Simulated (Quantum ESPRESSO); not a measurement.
MnO2:

```
Mn O
1.0
     2.85496    0.00000    0.00000
    -1.42748    2.47246    0.00000
     0.00000    0.00000   10.22174
Mn O
2 4
Direct
  0.00000 0.00000 0.50000
  0.00000 0.00000 0.00000
  0.66667 0.33333 0.40686
  0.66667 0.33333 0.09314
  0.33333 0.66667 0.59314
  0.33333 0.66667 0.90686
```

Measurements of this composition are mostly on another form, of space group No. 136.

Base run:

| Quantity | Value |
| --- | --- |
| Program | Quantum ESPRESSO 7.5 |
| Functional | PBE |
| Potentials or basis | SSSP 1.3 efficiency PBE |
| Cutoff | 884 eV |
| Density cutoff | 10612 eV |
| k mesh | 11 × 11 × 3 |
| Occupations | fermi-dirac, width 0.05 eV |
| Spin | collinear spin, ferromagnetic start |
| Starting moments | [4.0, 4.0, 0.0, 0.0, 0.0, 0.0] μB |

Its results: band gap on the k mesh 0.91 eV, indirect (least direct gap 0.95 eV); pressure 3.7 GPa; net moment 6.00 μB per cell; site moments Mn +2.52; O +0.04 μB; largest force 0.223 eV/Å.

Task: The run is repeated on the same cell with these changes: functional from PBE to LDA; potentials or basis from SSSP 1.3 efficiency PBE to GBRV 1.5 LDA; cutoff from 884 eV to 612 eV; density cutoff from 10612 eV to 4898 eV. What comes out?

Result: Band gap on the k mesh 0.49 eV, indirect (least direct gap 0.52 eV); pressure -7.5 GPa; net moment 6.00 μB per cell; site moments Mn +2.49; O +0.06 μB; largest force 0.536 eV/Å.

Caveats: only a ferromagnetic start was run, and an antiferromagnetic order may lie lower in energy; an odd mesh through Γ misses points on the zone boundary, where band edges often lie (some runs); some levels on the path didn't converge (some runs).
